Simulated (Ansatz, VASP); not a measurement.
One calculation of Ni3Ge, two programs

Contents of POSCAR:

```
Ni3Ge
1.0
    3.5303341067      0.0000000000      0.0000000000
    0.0000000000      3.5303341067      0.0000000000
    0.0000000000      0.0000000000      3.5303341067
Ni Ge
3 1
Direct
    0.5000000000      0.0000000000      0.5000000000
    0.0000000000      0.5000000000      0.5000000000
    0.5000000000      0.5000000000      0.0000000000
    0.0000000000      0.0000000000      0.0000000000
```

The input INCAR.step1:

```
SYSTEM = Ni3Ge
PREC = Accurate
ENCUT = 520
ISMEAR = 0
SIGMA = 0.1
LREAL = .False.
LASPH = .True.
NELM = 100
NBANDS = 30
GGA = PE
ALGO = Normal
EDIFF = 1E-4
LWAVE = .True.
LCHARG = .False.
```

INCAR.step2

```
SYSTEM = Ni3Ge
PREC = Accurate
ENCUT = 520
EDIFF = 1E-7
ISMEAR = 0
SIGMA = 0.1
LREAL = .False.
LASPH = .True.
NELM = 100
ALGO = Normal
ISIF = 2
LWAVE = .False.
LCHARG = .False.
METAGGA = R2SCAN
LMIXTAU = .True.
NBANDS = 30
ISTART = 1
```

Contents of KPOINTS:

```
Automatic mesh
0
Gamma
  4 4 4
  0 0 0
```

Input for Ansatz:

```yaml
crystal:
  lattice:
    - [3.5303341067, 0.0, 0.0]
    - [0.0, 3.5303341067, 0.0]
    - [0.0, 0.0, 3.5303341067]
  atoms:
    - { symbol: Ni, position: [0.5, 0.0, 0.5] }
    - { symbol: Ni, position: [0.0, 0.5, 0.5] }
    - { symbol: Ni, position: [0.5, 0.5, 0.0] }
    - { symbol: Ge, position: [0.0, 0.0, 0.0] }
basis:
  ecutwfc: 500
kpoints:
  mp_grid: { grid: [4, 4, 4] }
hamiltonian:
  xc: r2scan
scf:
  occupations: { method: gaussian, width: 0.1 }
output:
  forces: true
  stress: true
  eigenvalues: true
```

Alike in both runs: task single point; functional r2SCAN; k mesh 4 × 4 × 4; occupations gaussian, width 0.1 eV; no spin polarisation.

|  | VASP | Ansatz |
| --- | --- | --- |
| version | VASP 6.6.1 | Ansatz 0.2.0 |
| potentials or method | VASP PAW PBE potentials, release 64 (Ni, Ge_d) | scalar-relativistic, plane waves, PAW |
| plane-wave cutoff (eV) | 520 | 500 |
| valence electrons in the cell | 44 | 68 |

```csv
,VASP,Ansatz,Ansatz less VASP
gap on the k mesh at the Fermi level (eV),none,none,-
pressure (GPa),0.9,0.5,-0.35
```

A gap of «none» marks a metal or a gap that the smearing closes. The two sets of potentials don't hold the same shells in valence.

Caveats: the k mesh is coarse (spacing up to 0.44 Å⁻¹), so the values aren't converged; the PAW data sets were made with another functional, which shifts forces and pressure a little (VASP). Spin polarisation is off, so any magnetic state and its effect on volume and gap are missing.
